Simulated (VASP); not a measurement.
Output of a VASP run:

OSZICAR:
```
       N       E                     dE             d eps       ncg     rms          rms(c)
DAV:   1     0.403055030847E+03    0.40306E+03   -0.24446E+04  3360   0.145E+03
DAV:   2    -0.398357308201E+02   -0.44289E+03   -0.43281E+03  4556   0.423E+02
DAV:   3    -0.623008538787E+02   -0.22465E+02   -0.22412E+02  4840   0.935E+01
DAV:   4    -0.634439289441E+02   -0.11431E+01   -0.11424E+01  4844   0.170E+01
DAV:   5    -0.634632816582E+02   -0.19353E-01   -0.19351E-01  4228   0.231E+00    0.344E+01
DAV:   6    -0.493245787312E+02    0.14139E+02   -0.65371E+01  4040   0.562E+01    0.139E+01
DAV:   7    -0.495070058689E+02   -0.18243E+00   -0.56945E+00  4772   0.129E+01    0.626E+00
DAV:   8    -0.494839568689E+02    0.23049E-01   -0.67607E-01  4160   0.565E+00    0.198E+00
DAV:   9    -0.494790139446E+02    0.49429E-02   -0.26211E-01  3800   0.315E+00    0.917E-01
DAV:  10    -0.494797931458E+02   -0.77920E-03   -0.84080E-02  3652   0.211E+00    0.663E-01
DAV:  11    -0.494773895357E+02    0.24036E-02   -0.16042E-02  3716   0.895E-01    0.552E-02
DAV:  12    -0.494774823992E+02   -0.92864E-04   -0.10102E-03  4748   0.175E-01    0.428E-02
DAV:  13    -0.494774665075E+02    0.15892E-04   -0.10119E-04  3752   0.628E-02    0.125E-02
DAV:  14    -0.494774684500E+02   -0.19425E-05   -0.49379E-06  4020   0.150E-02    0.414E-03
DAV:  15    -0.494774686465E+02   -0.19648E-06   -0.37118E-06  3184   0.117E-02
   1 F= -.49477469E+02 E0= -.49477469E+02  d E =-.237051E-13
```

**OUTCAR**
```
------------------------ aborting loop because EDIFF is reached ----------------------------------------
  FORCE on cell =-STRESS in cart. coord.  units (eV):
  Direction    XX          YY          ZZ          XY          YZ          ZX
  --------------------------------------------------------------------------------------
  Total       11.7212333     11.7212333      8.8858240     -0.0000000      0.0000000      0.0000000
  in kB      287.6942633    287.6942633    218.0999671     -0.0000000      0.0000000      0.0000000
  external PRESSURE =     264.4961646 kB  Pullay stress =       0.0000000 kB
  volume of cell :       65.28
      direct lattice vectors                 reciprocal lattice vectors
     3.556248000  0.000000000  0.000000000     0.281195237  0.000000000  0.000000000
     0.000000000  3.556248000  0.000000000     0.000000000  0.281195237  0.000000000
     0.000000000  0.000000000  5.161413000     0.000000000  0.000000000  0.193745395
 POSITION                                       TOTAL-FORCE (eV/Angst)
 -----------------------------------------------------------------------------------
      0.00000      0.00000      0.00000         0.000000      0.000000     -0.000000
      1.77812      1.77812      2.58071         0.000000     -0.000000     -0.000000
      0.00000      1.77812      1.55756        -0.000000      0.000000     -1.171348
      0.00000      1.77812      4.13827         0.000000     -0.000000     -1.171348
      1.77812      0.00000      1.02315         0.000000      0.000000      1.171348
      1.77812      0.00000      3.60385        -0.000000      0.000000      1.171348
 -----------------------------------------------------------------------------------
    total drift:                                0.000000      0.000000     -0.000000
  FREE ENERGIE OF THE ION-ELECTRON SYSTEM (eV)
  ---------------------------------------------------
  free  energy   TOTEN  =       -49.4774686465 eV

  energy  without entropy=      -49.4774686465  energy(sigma->0) =      -49.47746865
```
(Selected blocks of OUTCAR.)

### POSCAR
```
ZrO2
1
    3.5562480000     0.0000000000     0.0000000000
    0.0000000000     3.5562480000     0.0000000000
    0.0000000000     0.0000000000     5.1614130000
Zr O
2 4
Direct
  0.0000000000   0.0000000000   0.0000000000
  0.5000000000   0.5000000000   0.5000000000
  0.0000000000   0.5000000000   0.3017700000
  0.0000000000   0.5000000000   0.8017700000
  0.5000000000   0.0000000000   0.1982300000
  0.5000000000   0.0000000000   0.6982300000
```

Q: Write an INCAR and KPOINTS that could have produced this output.

A: This is not unique; one that fits is the input of the run itself, PBE GGA + U (Dudarev), plane waves, VASP's PBE PAW potentials (set 64).

### KPOINTS
```
Regular mesh
0
Gamma
 9 9 7
0 0 0
```

### INCAR
```
SYSTEM=ZrO2
PREC=Accurate; ENCUT=400; LREAL=F
LASPH=T
EDIFF=1E-6; NELM=100; ALGO=Normal
LMAXMIX=4
ISMEAR=-1; SIGMA=0.01
GGA=PE
LDAUL=2 -1
LDAUU=7.0 0
LDAUJ=0 0
LDAU=T; LDAUTYPE=2
ISIF=2
LWAVE=F; LCHARG=F
```

POTCAR, in this order: Zr_sv O (PBE.64 set). Program: vasp_std.

At this cut-off the stress carries a Pulay error, which pulls relaxed volumes low.

The structure comes from a computed database's ZrO2 entry; how it stands against other phases isn't given here. The cell was not relaxed at this level. The run is one of a series of settings (LDAU = .TRUE., LDAUJ = 0 0, LDAUL = 2 -1, LDAUTYPE = 2, LDAUU = 7.0 0 against the base run), some of them coarse on purpose.
